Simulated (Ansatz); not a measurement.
**Relativity in RbCl**

```yaml
crystal:
  lattice:
    - [0.00000, 3.27400, 3.27400]
    - [3.27400, 0.00000, 3.27400]
    - [3.27400, 3.27400, 0.00000]
  atoms:
    - { symbol: Rb, position: [0.00000, 0.00000, 0.00000] }
    - { symbol: Cl, position: [0.50000, 0.50000, 0.50000] }
```

Atoms are numbered in the order listed.

The cell is COD entry 8103714, as deposited and not checked against the literature; nothing was relaxed. It differs from other determinations.

One fixed cell is solved with PBE by all-electron LAPW in Ansatz 0.2.0 under different relativistic treatments. Pressure is positive in compression.

Sampling and basis: a Γ-centred 7×7×7 k mesh, Fermi–Dirac smearing of 0.02 eV, basis error target 1 meV/atom, no spin polarisation.

```
                 setting  P (GPa)  gap over the k mesh and a high-symmetry path (eV)  lowest level at Γ above −25 eV, from the valence-band top or, without a gap, the Fermi level (eV)
     scalar-relativistic     1.15                                               5.05                                                                                             -23.89
        non-relativistic        ?                                                  ?                                                                                             -22.74
with spin–orbit coupling     1.15                                               5.01                                                                                             -23.92
```

Give the missing entry: row "non-relativistic", column "gap over the k mesh and a high-symmetry path (eV)".

5.22.

What belongs in the row "non-relativistic", column "P (GPa)"?

1.29.
